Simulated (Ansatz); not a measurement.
LiH built on the zincblende prototype, relaxed with r2SCAN, was run in Ansatz under altered settings. All numbers are computed, without spin polarisation but where a row says otherwise.

```
Li H
1.0
     0.00000    2.14512    2.14512
     2.14512    0.00000    2.14512
     2.14512    2.14512    0.00000
Li H
1 1
Cartesian
  0.0000 0.0000 0.0000
  1.0726 1.0726 1.0726
```

The base run's other keys:
```yaml
kpoints:
  mp_grid: { grid: [4, 4, 4] }
hamiltonian:
  xc: hse06
scf:
  occupations: { method: fixed }
  n_extra_bands: 4
```

It takes 10 iterations with 387 plane waves at 420 eV and 8 k points, and leaves a mean stress of -0.41 GPa. The gap over this mesh is 5.243 eV.

Outcomes, with energy and stress as changes against the base:
```csv
setting,outcome,ΔF (meV/atom),Δ mean stress (GPa),gap on the mesh (eV),iterations
"PBE hybrid, exx coeff 0.5, omega 0.3 1/Å",converged,–,-0.3,5.884,13
"PBE hybrid, exx coeff 0.2, omega 0.3 1/Å",converged,–,+0.1,4.855,9
scf.exx.max_outer_iter: 1,refused,–,–,–,–
"PBE hybrid, exx coeff 0.4, omega 0.5 1/Å",converged,–,-0.1,5.006,10
basis.ecutwfc: 750,converged,-0.8,0.0,5.243,10
scf.mixing.preconditioner: resta,converged,0.0,0.0,5.243,10
```
A dash marks a value that wasn't obtained or can't be compared. Stress is positive in compression.

- PBE hybrid, exx coeff 0.5, omega 0.3 1/Å. That is 50 % exact exchange, screened with ω = 0.3 1/Å, against HSE06's 25 % screened at 0.208 1/Å. The mean stress moves by -0.3 GPa and the gap on the mesh by +0.641 eV (to 5.884). Totals of different functionals aren't comparable.
- PBE hybrid, exx coeff 0.2, omega 0.3 1/Å. That is 20 % exact exchange, screened with ω = 0.3 1/Å, against HSE06's 25 % screened at 0.208 1/Å. The mean stress moves by +0.1 GPa and the gap on the mesh by -0.388 eV (to 4.855). Totals of different functionals aren't comparable.
- scf.exx.max_outer_iter: 1. The program doesn't start. Error: invalid value for `scf.exx.max_outer_iter`: an exchange loop that starts behind the semilocal warm-up accepts no state before cycle 2, and this deck runs one: type 2 or more, or drop the key
- PBE hybrid, exx coeff 0.4, omega 0.5 1/Å. That is 40 % exact exchange, screened with ω = 0.5 1/Å, against HSE06's 25 % screened at 0.208 1/Å. The mean stress moves by -0.1 GPa and the gap on the mesh by -0.238 eV (to 5.006). Totals of different functionals aren't comparable.

Within 1 meV an atom, 0.1 GPa and 0.005 eV of the base stay: basis.ecutwfc: 750; scf.mixing.preconditioner: resta.

The stress of a hybrid is loosely converged in these runs.

The meshes of the hybrids are coarse, so their gaps aren't converged to the digits shown.
